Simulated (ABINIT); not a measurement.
# Sb: single point with PBE

Crystal: Sb.

```
Sb
1.0
     2.15420    1.24373    3.75800
    -2.15420    1.24373    3.75800
     0.00000   -2.48746    3.75800
Sb
2
Cartesian
  0.0000 0.0000 8.6416
  0.0000 0.0000 2.6324
```

```
Program             : ABINIT 10.8.3 (patched build)
Task                : single point
Functional          : PBE
Potentials or basis : JTH PAW PBE v2.0
Cutoff              : 435 eV
k mesh              : 10 × 10 × 10
Occupations         : fermi-dirac, width 0.05 eV
Spin                : no spin polarisation
```

```json
{
 "Pressure": "2.6 GPa",
 "Largest force": "0.198 eV/Å",
 "Band gap on the k mesh": "none (metal or under the smearing width)",
 "Valence electrons inside the program's atomic spheres": "Sb 12.44 (radii [1.2705] Å)"
}
```

Forces in eV/Å, atoms in the order of the input:
```
Sb   0.000  0.000 -0.198
Sb   0.000  0.000  0.198
```

Stress tensor (GPa, compression positive):
```
2.79 0.00 0.00
0.00 2.79 0.00
0.00 0.00 2.27
```

Levels at points of the mesh, in eV from the Fermi level:
| k point | band 12 | band 13 | band 14 | band 15 | band 16 | band 17 | band 18 | band 19 |
| --- | --- | --- | --- | --- | --- | --- | --- | --- |
| (0.00, 0.00, 0.00) | -4.81 | -2.06 | -1.80 | -1.80 | 2.07 | 2.70 | 2.70 | 5.16 |
| (0.50, 0.00, 0.00) | -9.63 | -1.94 | -1.82 | -0.28 | -0.20 | 0.20 | 0.51 | 7.62 |
| (0.50, 0.50, 0.00) | -7.99 | -5.43 | -3.75 | -3.66 | 1.55 | 4.94 | 5.52 | 6.94 |
| (0.50, 0.50, 0.50) | -8.98 | -1.31 | -1.31 | -0.47 | 0.14 | 0.14 | 1.13 | 7.04 |

It took 38 s on 1 thread of AMD EPYC 9R45 96-Core Processor (Zen 5), on a shared host, peak memory 0.19 GiB.

Spin-orbit coupling is left out, which matters for the levels of Sb.
